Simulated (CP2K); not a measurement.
## SnTe under changes of volume

One of the cells (47.091 Å³/atom); the others are scaled copies at fixed shape and fractional positions:

```
Te Sn
1.0
     5.10693    0.00000    0.00000
     2.55347    4.42273    0.00000
     2.55347    1.47424    4.16979
Te Sn
1 1
Direct
  0.25000 0.25000 0.25000
  0.00000 0.00000 0.00000
```

Measurements of this composition are mostly on another form, of space group No. 225.

```yaml
Program: CP2K 2026.2
Functional: r2SCAN
Potentials_or_basis: POTENTIAL_UZH Te GTH-SCAN-q6, Sn GTH-SCAN-q4; TZVP-MOLOPT-SCAN-GTH basis
Density_cutoff: 9184 eV
k_mesh: 7 × 7 × 7
Occupations: fermi-dirac, width 0.0259 eV
Spin: no spin polarisation
```

```csv
volume (Å³/atom),energy over the lowest point (meV/atom),pressure (GPa),gap on the mesh (eV)
44.265,?,?,?
45.207,0.00,-0.1,0.28
46.149,2.02,-0.6,0.34
47.091,6.86,-1.1,0.39
48.033,14.27,-1.5,0.44
48.974,24.02,-1.8,0.48
49.916,35.88,-2.2,0.53
```

What does the run at 44.265 Å³/atom give?

Energy over the lowest point 1.16 meV/atom; pressure 0.5 GPa; gap on the mesh 0.22 eV.

Worked out: A Birch-Murnaghan fit of order 3 (a polynomial in V^(-2/3)) to the other rows has its minimum at 45.06 Å³/atom, just outside them, with B0 = V·E''(V) = 26 GPa and B' = 3.6. It gives 1.10 meV/atom at 44.265 Å³/atom, against the run's 1.16, and -dE/dV = 0.5 GPa, against 0.5. A straight line through the other rows of the gap, of slope 2.48 eV per unit of ln V, extrapolates to 0.23 eV, against the run's 0.22.

Energies are extrapolated to zero smearing.

Caveats: spin-orbit coupling is left out, which moves the levels of the heavy elements; an odd mesh through Γ misses points on the zone boundary, where band edges often lie; the basis of atomic orbitals isn't converged, which shifts pressures, moduli and gaps.
